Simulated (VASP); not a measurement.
A run of VASP 6.6.1:

Contents of INCAR:

```
  PREC = Accurate
  ENCUT = 520
  EDIFF = 1E-8
  ISMEAR = -1
  SIGMA = 0.02
  LREAL = False
  LASPH = True
  NELM = 60
  ALGO = Normal
  ISIF = 2
  LWAVE = False
  LCHARG = False
  GGA = PE
  LEFG = True
  NBANDS = 11
```

Contents of KPOINTS:

```
Automatic mesh
0
Gamma
  9 9 9
```

POSCAR

```
BeS
1.0
    0.0000000000      2.4569115543      2.4569115543
    2.4569115543      0.0000000000      2.4569115543
    2.4569115543      2.4569115543      0.0000000000
Be S
1 1
Direct
    0.0000000000      0.0000000000      0.0000000000
    0.7500000000      0.7500000000      0.7500000000
```

Potentials or basis: VASP PAW PBE potentials, release 64 (Be, S).

Run with:

```sh
$ cat potpaw_PBE.64/Be/POTCAR potpaw_PBE.64/S/POTCAR > POTCAR
$ mpirun -np 1 vasp_std > vasp.out
```

Hardware: 1 thread of Intel(R) Xeon(R) Platinum 8488C (Sapphire Rapids) (shared host).

Task: Estimate the wall time of this run.

Result: It took 9.8 s on 1 thread of Intel(R) Xeon(R) Platinum 8488C (Sapphire Rapids) (shared host), peak memory 0.15 GiB. Counts: scf iterations 15, k points 35.
